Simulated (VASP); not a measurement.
## PbSe (Clausthalite): single point with RPBE+D4

**Measured values to compare with.**

A printed reference work, monograph reports, for a bulk crystal of PbSe at 4.2 K: band gap 0.15 eV (direct).

The system is PbSe (Clausthalite).

```
Pb Se
1.0
     0.00000    3.06629    3.06629
     3.06629    0.00000    3.06629
     3.06629    3.06629    0.00000
Pb Se
1 1
Direct
  0.00000 0.00000 0.00000
  0.50000 0.50000 0.50000
```

| Item | Value |
| --- | --- |
| Program | VASP 6.6.1 |
| Task | single point |
| Functional | RPBE |
| Dispersion | D4 |
| Potentials or basis | VASP PAW PBE potentials, release 64 (Pb_d, Se) |
| Cutoff | 520 eV |
| k mesh | 8 × 8 × 8 |
| Occupations | fermi-dirac, width 0.05 eV |
| Spin | no spin polarisation |
| Dipole correction | no |
| Further INCAR settings | ALGO = Normal; EDIFF = 1e-06; NBANDS = 17 |

```
Pressure                   : 0.0 GPa
Band gap on the k mesh     : 0.40 eV, direct
Dispersion energy per atom : -0.723 eV
```

Levels at points of the mesh, in eV from the valence-band top:
```
           k point  band 6  band 7  band 8  band 9  band 10  band 11  band 12  band 13  band 14  band 15
(0.00, 0.00, 0.00)  -13.52   -6.27   -1.86   -1.86    -1.86     4.75     4.75     4.75     6.57     6.57
(0.50, 0.00, 0.00)  -12.47   -8.74   -1.46   -1.46     0.00     0.40     1.75     1.75     8.67    10.16
(0.50, 0.50, 0.00)  -12.11   -7.34   -4.91   -3.19    -3.19     3.80     5.64     5.64     6.09    11.25
```

Wall time 9.7 s on 1 thread of Intel(R) Xeon(R) 6975P-C (Granite Rapids) (shared host), peak memory 0.19 GiB.

Measured gap of PbSe: 0.15 eV (direct; 4.2 K; a printed reference work, monograph). This calculation gives 0.40 eV (+0.25 eV). 2 values of this kind are on record (0.15 to 0.28 eV); this one was drawn at random. Spin-orbit coupling on Pb, Se is left out. The value is that of RPBE+D4 on a finite k mesh, which can miss the band edges, without temperature or zero-point motion.

Caveat: the PAW data sets were made with another functional, which shifts forces and pressure a little; spin-orbit coupling is left out, which moves the levels of the heavy elements.
